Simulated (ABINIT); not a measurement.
## PbSe (Clausthalite): band structure with LDA-PZ

**Measured values to compare with.**

A printed reference work, monograph reports, for a bulk crystal of PbSe at 4.2 K: band gap 0.15 eV (direct).

The system is PbSe (Clausthalite).

```xyz
2
Lattice="0.0000 3.0606 3.0606 3.0606 0.0000 3.0606 3.0606 3.0606 0.0000" Properties=species:S:1:pos:R:3 pbc="T T T"
Pb    0.0000    0.0000    0.0000
Se    3.0606    3.0606    3.0606
```

```yaml
Program: ABINIT 10.8.3 (patched build)
Task: band structure
Functional: LDA-PZ
Potentials_or_basis: JTH PAW LDA v2.0 sp
Cutoff: 408 eV
k_mesh: 8 × 8 × 8
Occupations: fermi-dirac, width 0.05 eV
Spin: no spin polarisation
Fine-grid_cutoff: 816.342 eV
```

```yaml
Pressure: -2.1 GPa
Band_gap_on_the_k_mesh: 0.20 eV, direct
Band_gap_along_the_path: 0.20 eV, direct
Valence_electrons_inside_the_program's_atomic_spheres: Pb 2.55; Se 3.90
```

Levels at the corners of the path, in eV from the valence-band top:
```tsv
point	band 3	band 4	band 5	band 6	band 7	band 8
Γ	-1.78	-1.78	-1.78	4.65	4.65	4.65
X	-4.98	-3.19	-3.19	3.64	5.56	5.56
W	-4.22	-4.22	-0.74	1.80	4.96	4.96
K	-4.57	-2.69	-2.40	3.37	3.96	5.43
Γ	-1.78	-1.78	-1.78	4.65	4.65	4.65
L	-1.42	-1.42	0.00	0.20	1.63	1.63
U	-4.57	-2.69	-2.40	3.37	3.96	5.43
W	-4.22	-4.22	-0.74	1.80	4.96	4.96
L	-1.42	-1.42	0.00	0.20	1.63	1.63
K	-4.57	-2.69	-2.40	3.37	3.96	5.43
```

It took 27 s on 1 thread of AMD EPYC 9R14 (Zen 4) (shared host), peak memory 0.12 GiB.

Measured gap of PbSe: 0.15 eV (direct; 4.2 K; a printed reference work, monograph). This calculation gives 0.20 eV (+0.05 eV). 2 values of this kind are on record (0.15 to 0.28 eV); this one was drawn at random. Spin-orbit coupling on Pb, Se is left out. The value is that of LDA-PZ, without temperature or zero-point motion.

Caveat: spin-orbit coupling is left out, which as a rule narrows the gap of such compounds by several tenths of an eV; this set keeps more shells in the core, which shifts pressures and gaps.
